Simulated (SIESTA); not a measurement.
Crystal: PbSe (Clausthalite).

```
Pb Se
1.0
     0.00000    3.06065    3.06065
     3.06065    0.00000    3.06065
     3.06065    3.06065    0.00000
Pb Se
1 1
Cartesian
  0.0000 0.0000 0.0000
  3.0606 3.0606 3.0606
```

Base run:

```yaml
Program: SIESTA 5.4.2
Functional: vdW-DF-cx
Potentials_or_basis: PseudoDojo 0.4 standard (PBE files)
Basis: DZP (energy shift 0.003 Ry; two zetas on semicore shells)
Grid_cutoff: 500 Ry
Energy_shift: 0.003 Ry
k_mesh: 8 × 8 × 8
Occupations: fermi-dirac, width 0.05 eV
Spin: no spin polarisation
```

Its results: band gap on the k mesh 0.35 eV, direct; pressure 1.6 GPa.

**Question.** The run is repeated on the same cell with these changes: functional from vdW-DF-cx to vdW-DF2. What comes out?

**Answer.** Band gap on the k mesh 0.49 eV, direct; pressure 8.9 GPa.

Caveats: the potentials were made for another functional, which shifts forces and pressure; spin-orbit coupling is left out, which as a rule narrows the gap of such compounds by several tenths of an eV; the basis of atomic orbitals isn't converged, which shifts pressures, moduli and gaps.

A k mesh can miss the band edges.
